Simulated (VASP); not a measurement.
A run of VASP 6.6.1 is set up as follows.

Contents of INCAR:

```
  ALGO = Fast
  EDIFF = 1E-6
  ENCUT = 520
  GGA = PE
  ISIF = 2
  ISMEAR = 0
  LASPH = True
  LCHARG = False
  LREAL = False
  LWAVE = False
  NELM = 60
  PREC = Accurate
  SIGMA = 0.011
```

Contents of KPOINTS:

```
k-points
0
Gamma
  8 8 5
```

File POSCAR:

```
ZnS
1.0
    3.8110000000      0.0000000000      0.0000000000
   -1.9055000000      3.3004228138      0.0000000000
    0.0000000000      0.0000000000      6.2340000000
Zn S
2 2
Direct
    0.6666666667      0.3333333333      0.5000000000
    0.3333333333      0.6666666667      0.0000000000
    0.6666666667      0.3333333333      0.8850000000
    0.3333333333      0.6666666667      0.3850000000
```

Potentials or basis: VASP PAW PBE potentials, release 64 (Zn, S).

Command:

```bash
$ cat potpaw_PBE.64/Zn/POTCAR potpaw_PBE.64/S/POTCAR > POTCAR
$ mpirun -np 1 vasp_std > vasp.out
```

**Question.** What does it give for the pressure?

**Answer.** 2.2 GPa.

**Question.** Predict the largest force.

**Answer.** 0.323 eV/Å.

**Question.** Estimate the band gap on the k mesh.

**Answer.** 2.25 eV, direct.

Stress tensor (GPa, compression positive):
```
2.93 0.00 0.00
0.00 2.93 0.00
0.00 0.00 0.87
```

**Experimental background.**

From a printed reference work, monograph, for a bulk crystal of ZnS at 4 K: band gap 3.911 eV (direct).

A measured gap of ZnS is 3.911 eV (direct; 4 K; a printed reference work, monograph); the calculated 2.25 eV misses it by -1.66 eV. The value is that of PBE, without temperature or zero-point motion. Semilocal functionals fall short of measured gaps as a rule.
